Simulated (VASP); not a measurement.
Runs of VASP 6.6.1 on Tm. It takes space group Fm-3m (No. 225, cubic). Conventional cell: a = 4.941 Å, b = 4.941 Å, c = 4.941 Å, α = 90.00°, β = 90.00°, γ = 90.00°. Tm (site symmetry m-3m) is surrounded by 12 Tm at 3.49 Å. The cell was built by a generator and needn't be a form met in nature.

```tsv
cell	gap on the mesh (eV)	pressure (GPa)	moment (μB)
Fm-3m, 30.16 Å³/atom	none	-2.2	0.67
Fm-3m, 34.97 Å³/atom	none	(b)	1.15
Fm-3m, 30.92 Å³/atom	none	2.7	(a)
Fm-3m, 34.63 Å³/atom	none	(c)	1.00
```

Alike in all rows: task single point; level PBE; potentials or basis VASP PAW PBE potentials, release 64 (Tm); spin collinear, typed start; k mesh 8 × 8 × 8; cutoff (eV) 520; smearing gaussian 0.05 eV.

Q: Fill in the values left out.

A: (a) 1.01; (b) -0.3; (c) -0.1.

Caveats: the magnetic or orbital state may not be the lowest; spin-orbit coupling is left out, which moves the levels of the heavy elements.

A k mesh can miss the band edges, and the runs leave out spin-orbit coupling on Tm.

A gap of «none» marks a metal or a gap under the smearing width.
